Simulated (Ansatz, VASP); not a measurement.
## SiC in VASP and in Ansatz

```
Si C
1.0
     0.00000    2.13618    2.13618
     2.13618    0.00000    2.13618
     2.06212    2.06212    0.07405
Si C
1 1
Direct
  0.00000 0.00000 0.00000
  0.75000 0.75000 0.75000
```

Alike in both runs: task single point; functional PBE; k mesh 12 × 12 × 12; occupations gaussian, width 0.05 eV; no spin polarisation.

|  | VASP | Ansatz |
| --- | --- | --- |
| version | VASP 6.6.1 | Ansatz 0.2.0 |
| potentials or method | VASP PAW PBE potentials, release 64 (Si, C) | scalar-relativistic, plane waves, PAW |
| plane-wave cutoff (eV) | 520 | 520 |
| valence electrons in the cell | 8 | 8 |

```tsv
	VASP	Ansatz	Ansatz less VASP
gap on the k mesh at the Fermi level (eV)	0.97	0.98	+0.007
least direct gap on the mesh (eV)	4.25	4.26	+0.015
rms of the force components (eV/Å)	0.646	0.648	+0.0020
```

Atom by atom the forces differ by 0.002 eV/Å (rms over components).

Caveats: forces of over 1 eV/Å show positions far from the minimum, so gaps and moduli don't describe the material at rest. A k mesh can miss the band edges.
